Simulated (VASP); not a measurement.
# TaSi (Pm-3m) in VASP: further runs

The runs below take TaSi through single point, relaxation of cell and atoms, with PBE.

All numbers are computed with VASP 6.6.1; they aren't measurements. Logs are shortened: lines on timing, memory, paths and dates and some standing lists are left out, and cuts for length are marked.

## Step 1: The cell of the first run

It takes space group Pm-3m (No. 221, cubic). Conventional cell: a = 3.153 Å, b = 3.153 Å, c = 3.153 Å, α = 90.00°, β = 90.00°, γ = 90.00°. Ta (site symmetry m-3m) is surrounded by 8 Si at 2.73 Å. Si (site symmetry m-3m) has 8 Ta at 2.73 Å as nearest neighbours.

The cell was built by a generator and needn't be a form met in nature.

## Step 2: Single point, PBE (random cell by space group and Wyckoff sites (Pm-3m, No. 221))

Input file INCAR:

```
  PREC = Accurate
  ENCUT = 520
  EDIFF = 1E-6
  ISMEAR = 0
  SIGMA = 0.1
  LREAL = F
  LASPH = T
  NELM = 60
  ALGO = Normal
  ISIF = 2
  LWAVE = F
  LCHARG = F
  GGA = PE
  NBANDS = 14
```

Input file KPOINTS:

```
Automatic mesh
0
Gamma
  18 18 18
```

Input file POSCAR:

```
TaSi
1.0
    3.1533375063      0.0000000000      0.0000000000
    0.0000000000      3.1533375063      0.0000000000
    0.0000000000      0.0000000000      3.1533375063
Ta Si
1 1
Direct
    0.5000000000      0.5000000000      0.5000000000
    0.0000000000      0.0000000000      0.0000000000
```

Potentials or basis: VASP PAW PBE potentials, release 64 (Ta_pv, Si).

Run with:

```
> cat potpaw_PBE.64/Ta_pv/POTCAR potpaw_PBE.64/Si/POTCAR > POTCAR
> mpirun -np 1 vasp_std > vasp.out
```

OUTCAR:

```text
PREC = Accurate
   ENCUT = 520
   EDIFF = 1E-6
   ISMEAR = 0
   LREAL = F
   LASPH = T
   NELM = 60
   ISIF = 2
   GGA = PE

 ion  position               nearest neighbor table
   1  0.500  0.500  0.500-   2 2.73   2 2.73   2 2.73   2 2.73   2 2.73   2 2.73   2 2.73   2 2.73

   2  0.000  0.000  0.000-   1 2.73   1 2.73   1 2.73   1 2.73   1 2.73   1 2.73   1 2.73   1 2.73

  LATTYP: Found a simple cubic cell.
 ALAT       =     3.1533375063

  Lattice vectors:

 A1 = (   3.1533375063,   0.0000000000,   0.0000000000)
 A2 = (   0.0000000000,   3.1533375063,   0.0000000000)
 A3 = (   0.0000000000,   0.0000000000,   3.1533375063)

Analysis of symmetry for initial positions (statically):
=====================================================================
 Subroutine PRICEL returns:
 Original cell was already a primitive cell.

 Routine SETGRP: Setting up the symmetry group for a
 simple cubic supercell.

 Subroutine GETGRP returns: Found 48 space group operations
 (whereof 48 operations were pure point group operations)
 out of a pool of 48 trial point group operations.

The static configuration has the point symmetry O_h .

Analysis of symmetry for dynamics (positions and initial velocities):
=====================================================================
 Subroutine PRICEL returns:
 Original cell was already a primitive cell.

 Routine SETGRP: Setting up the symmetry group for a
 simple cubic supercell.

 Subroutine GETGRP returns: Found 48 space group operations
 (whereof 48 operations were pure point group operations)
 out of a pool of 48 trial point group operations.

The dynamic configuration has the point symmetry O_h .

 Subroutine INISYM returns: Found 48 space group operations
 (whereof 48 operations are pure point group operations),
 and found     1 'primitive' translations

----------------------------------------------------------------------------------------

                                     Primitive cell

  volume of cell :      31.3553

  direct lattice vectors                    reciprocal lattice vectors
     3.153337506  0.000000000  0.000000000     0.317124316  0.000000000  0.000000000
     0.000000000  3.153337506  0.000000000     0.000000000  0.317124316  0.000000000
     0.000000000  0.000000000  3.153337506     0.000000000  0.000000000  0.317124316

  length of vectors
     3.153337506  3.153337506  3.153337506     0.317124316  0.317124316  0.317124316

[... 79 lines left out ...]
   NELM   =     60;   NELMIN=  2; NELMDL= -5     # of ELM steps
   EDIFF  = 0.1E-05   stopping-criterion for ELM
   LREAL  =      F    real-space projection
[... 7 lines left out ...]
   TEBEG  =    0.0;   TEEND  =   0.0 temperature during run
   PSTRESS=    0.0 pullay stress
   NELECT =      15.0000    total number of electrons
   NUPDOWN=      -1.0000    fix difference up-down
   EMIN   =  10.00;   EMAX   =-10.00  energy-range for DOS
   EFERMI =   0.00;   METHOD = LEGACY
   ISMEAR =     0;   SIGMA  =   0.10  broadening in eV -4-tet -1-fermi 0-gaus
   EFERMI_NEDOS =   21; number of points for ismear=-14 and -15
   IALGO  =     38    algorithm
   IMIX   =      4    mixing-type and parameters
     AMIX     =   0.40;   BMIX     =  1.00
     AMIX_MAG =   1.60;   BMIX_MAG =  1.00
  volume/ion in A,a.u.               =      15.68       105.80
  Fermi-wavevector in a.u.,A,eV,Ry     =   1.280368  2.419545 22.304603  1.639342
  Thomas-Fermi vector in A             =   2.412800
   LORBIT       =      0    0 simple, 1 ext, 2 COOP (PROOUT), +10 PAW based schemes
   GGA     = PE    functional components
   LHFCALC =     F    Hartree Fock is set to
   AEXX    =    0.0000 exact exchange contribution
   IVDW    =     0    specifies the selected vdW correction
   LEPSILON=     F    determine dielectric tensor
   LRPA    =     F    only Hartree local field effects (RPA)
 non-spin polarized calculation
 Gauss-broadening in eV      SIGMA  =   0.10
  energy-cutoff  :      520.00
  volume of cell :       31.36
 maximum number of plane-waves:       870
 NGX is ok and might be reduce to    24
   NGX = 11   NGY = 11   NGZ = 11

 number of electron      14.9999998 magnetization

 Free energy of the ion-electron system (eV)
  ---------------------------------------------------
  ext. energy  EPLUGINS =         0.00000000
  ---------------------------------------------------
  free energy    TOTEN  =       -17.39900689 eV

  energy without entropy =      -17.39037387  energy(sigma->0) =      -17.39469038

 E-fermi :   8.0068     XC(G=0): -12.1457

 val. band max:        8.0066079079   @ k =   0.2222   0.2222   0.0556
 cond. band min:       8.0078462921   @ k =   0.2778   0.2222   0.0000
 fundamental gap:      0.0012383843
 Fermi energy:         8.0067866208

 k-point     1 :       0.0000    0.0000    0.0000
  band No.  band energies     occupation
      1     -26.0587      2.00000
      2     -26.0587      2.00000
      3     -26.0587      2.00000
      4      -3.8661      2.00000
      5       5.2565      2.00000
      6       5.2565      2.00000
      7      10.2820      0.00000
      8      10.2820      0.00000
      9      10.2820      0.00000
     10      10.8020      0.00000
     11      10.8020      0.00000
     12      10.8020      0.00000
     13      15.9946      0.00000
     14      18.5441      0.00000
[... 377 lines left out ...]
      1     -26.3209      2.00000
      2     -26.0752      2.00000
      3     -26.0307      2.00000
      4      -1.7876      2.00000
      5       2.9284      2.00000
      6       5.9801      2.00000
      7       7.2062      2.00000
      8       7.5223      2.00000
      9      10.6376      0.00000
     10      11.2237      0.00000
     11      13.7693      0.00000
     12      15.0122      0.00000
     13      15.2816      0.00000
     14      18.6281      0.00000

 [... further k-points ...]
[... 5 lines left out ...]
  --------------------------------------------------------------------------------------
  -------------------------------------------------------------------------------------
  Total        0.0258146      0.0258146      0.0258146      0.0000000      0.0000000      0.0000000
  in kB        1.3190600      1.3190600      1.3190600      0.0000000      0.0000000      0.0000000
  external PRESSURE =       1.3190600 kB  Pullay stress =       0.0000000 kB

 VOLUME and BASIS-vectors are now :
 -----------------------------------------------------------------------------
  energy-cutoff  :      520.00
  volume of cell :       31.36
      direct lattice vectors                 reciprocal lattice vectors
     3.153337506  0.000000000  0.000000000     0.317124316  0.000000000  0.000000000
     0.000000000  3.153337506  0.000000000     0.000000000  0.317124316  0.000000000
     0.000000000  0.000000000  3.153337506     0.000000000  0.000000000  0.317124316

 POSITION                                       TOTAL-FORCE (eV/Angst)
 -----------------------------------------------------------------------------------
      1.57667      1.57667      1.57667         0.000000      0.000000      0.000000
      0.00000      0.00000      0.00000         0.000000      0.000000      0.000000
 -----------------------------------------------------------------------------------
    total drift:                                0.000000     -0.000000     -0.000000

  FREE ENERGIE OF THE ION-ELECTRON SYSTEM (eV)
  ---------------------------------------------------
  free  energy   TOTEN  =       -17.3990068887 eV

  energy  without entropy=      -17.3903738672  energy(sigma->0) =      -17.39469038
```

OSZICAR:

```text
N       E                     dE             d eps       ncg     rms          rms(c)
DAV:   1     0.761217248128E+02    0.76122E+02   -0.77210E+03  6174   0.966E+02
DAV:   2    -0.163257962985E+02   -0.92448E+02   -0.88728E+02  7474   0.261E+02
DAV:   3    -0.182649344281E+02   -0.19391E+01   -0.19033E+01  7630   0.333E+01
DAV:   4    -0.182798245086E+02   -0.14890E-01   -0.14869E-01  7276   0.311E+00
DAV:   5    -0.182799790567E+02   -0.15455E-03   -0.15455E-03  7654   0.320E-01    0.152E+01
DAV:   6    -0.174575997964E+02    0.82238E+00   -0.13842E+00  6904   0.105E+01    0.649E+00
DAV:   7    -0.174115448624E+02    0.46055E-01   -0.10804E-01  7498   0.270E+00    0.272E+00
DAV:   8    -0.173990621594E+02    0.12483E-01   -0.15373E-02  6928   0.781E-01    0.218E-01
DAV:   9    -0.173990061587E+02    0.56001E-04   -0.48119E-04  7582   0.158E-01    0.131E-01
DAV:  10    -0.173990140379E+02   -0.78792E-05   -0.86002E-05  7450   0.964E-02    0.119E-02
DAV:  11    -0.173990074257E+02    0.66123E-05   -0.59698E-06  7252   0.259E-02    0.111E-02
DAV:  12    -0.173990068887E+02    0.53694E-06   -0.17431E-07  3524   0.403E-03
   1 F= -.17399007E+02 E0= -.17394690E+02  d E =-.863302E-02
```

It took 24 s on 1 thread of Intel Xeon Platinum 8488C (Sapphire Rapids), shared host; peak memory 0.21 GiB.

Results:

```yaml
Free_energy: -17.3990 eV
Pressure: 0.1 GPa
Band_gap_on_the_k_mesh: none (metal or under the smearing width)
```

The run has no spin-orbit coupling, so splittings on Ta are missing.

## Step 3: Relaxation of cell and atoms, PBE (random cell by space group and Wyckoff sites (Pm-3m, No. 221))

Input file INCAR:

```
SYSTEM = TaSi
PREC = Accurate ; ENCUT = 600
EDIFF = 1E-7 ; ISMEAR = 0
SIGMA = 0.1 ; LREAL = .FALSE.
LASPH = .TRUE. ; NELM = 100
ALGO = Fast ; ISIF = 3
LWAVE = .FALSE. ; LCHARG = .FALSE.
GGA = PE ; IBRION = 2
NSW = 100 ; EDIFFG = -0.01
```

Input file KPOINTS:

```
Automatic mesh
0
G
  18 18 18
  0 0 0
```

Input file POSCAR:

```
TaSi
1.0
    3.1545746912      0.0000000000      0.0000000000
    0.0000000000      3.1545746912      0.0000000000
    0.0000000000      0.0000000000      3.1545746912
Ta Si
1 1
Direct
    0.5000000000      0.5000000000      0.5000000000
    0.0000000000      0.0000000000      0.0000000000
```

Potentials or basis: VASP PAW PBE potentials, release 64 (Ta_pv, Si).

Run with:

```
> cat potpaw_PBE.64/Ta_pv/POTCAR potpaw_PBE.64/Si/POTCAR > POTCAR
> mpirun -np 1 vasp_std > vasp.out
```

Run time: 51 s. Hardware: 1 thread of Intel Xeon Platinum 8488C (Sapphire Rapids), shared host; peak memory 0.24 GiB.

The run converged. Its results:

| Quantity | Value |
| --- | --- |
| Free energy | -17.3996 eV |
| Pressure after relaxing | -0.1 GPa |
| Band gap on the k mesh | none (metal or under the smearing width) |

Final structure:
```xyz
2
Lattice="3.1546 0.0000 0.0000 0.0000 3.1546 0.0000 0.0000 0.0000 3.1546" Properties=species:S:1:pos:R:3 pbc="T T T"
Ta    1.5773    1.5773    1.5773
Si    0.0000    0.0000    0.0000
```

Levels at points of the mesh, in eV from the Fermi level:
```csv
k point,band 3,band 4,band 5,band 6,band 7,band 8,band 9,band 10,band 11
"(0.00, 0.00, 0.00)",-34.07,-11.86,-2.75,-2.75,2.27,2.27,2.27,2.79,2.79
"(0.50, 0.00, 0.00)",-34.04,-8.30,-7.24,-1.49,-1.05,-1.05,3.37,4.84,5.39
"(0.50, 0.50, 0.00)",-34.00,-8.19,-3.26,-3.26,-2.90,0.53,0.53,4.69,5.11
"(0.50, 0.50, 0.50)",-34.32,-5.27,-5.27,-5.27,-3.96,3.30,3.30,3.30,5.26
```

Caveat: the relaxation stopped at its first step, so nothing moved.

[end of part 1 of 2]
